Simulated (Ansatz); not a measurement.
The system is Pb.

```xyz
1
Lattice="-1.9797 1.9797 1.9797 1.9797 -1.9797 1.9797 1.9797 1.9797 -1.9797" Properties=species:S:1:pos:R:3 pbc="T T T"
Pb    0.0000    0.0000    0.0000
```

This isn't the form of Pb at room conditions, which is fcc.

Base run:

```yaml
Program: Ansatz 0.2.0
Functional: PBEsol
Potentials_or_basis: all-electron PAW datasets made for the crystal
Cutoff: 260 eV (chosen from the basis error)
k_mesh: 9 × 9 × 9
Occupations: fermi-dirac, width 0.05 eV
Spin: no spin polarisation
```

Its results: pressure -2.0 GPa.

Task: After a change of settings the same cell gave: pressure -0.6 GPa. Which change was it?
A. potentials or basis from all-electron PAW datasets made for the crystal to all-electron LAPW, inner shells corrected to Dirac's equation; cutoff from 260 eV (chosen from the basis error) to 163 eV (chosen from the basis error)
B. potentials or basis from all-electron PAW datasets made for the crystal to all-electron LAPW, scalar-relativistic; cutoff from 260 eV (chosen from the basis error) to 163 eV (chosen from the basis error)
C. potentials or basis from all-electron PAW datasets made for the crystal to all-electron LAPW, non-relativistic; cutoff from 260 eV (chosen from the basis error) to 162 eV (chosen from the basis error)
D. potentials or basis from all-electron PAW datasets made for the crystal to all-electron LAPW, scalar-relativistic; cutoff from 260 eV (chosen from the basis error) to 163 eV (chosen from the basis error); k mesh from 9 × 9 × 9 to 7 × 7 × 7

Result: C.

Caveats: relativity is left out, which matters for the heavier elements (some runs).

The runs don't all hold the same shells in valence.
